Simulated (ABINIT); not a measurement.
The system is La2O3.

```
CELL_PARAMETERS angstrom
3.93078 0.00000 0.00000
-1.96539 3.40415 0.00000
0.00000 0.00000 6.11195
ATOMIC_POSITIONS crystal
La 0.33333 0.66667 0.24624
La 0.66667 0.33333 0.75376
O 0.00000 0.00000 0.00000
O 0.33333 0.66667 0.64589
O 0.66667 0.33333 0.35411
```

The cell is a database's computed one.

Base run:

| Property | Result |
| --- | --- |
| Program | ABINIT 10.8.3 (patched build) |
| Functional | PBEsol |
| Potentials or basis | JTH PAW PBE v2.0 |
| Cutoff | 626 eV |
| k mesh | 8 × 8 × 5 |
| Occupations | fermi-dirac, width 0.05 eV |
| Spin | no spin polarisation |

Its results: band gap on the k mesh 3.82 eV, indirect (least direct gap 3.97 eV); pressure -2.1 GPa; largest force 0.016 eV/Å.

Problem. The run is repeated on the same cell with these changes: functional from PBEsol to PBE. What comes out?

Solution. Band gap on the k mesh 3.88 eV, indirect (least direct gap 4.06 eV); pressure 2.7 GPa; largest force 0.093 eV/Å.

PBE binds less tightly than PBEsol, so the same cell stands under more pressure.

Caveats: spin-orbit coupling is left out, which moves the levels of the heavy elements; the PAW data sets were made with another functional, which shifts forces and pressure a little (some runs).

A k mesh can miss the band edges.
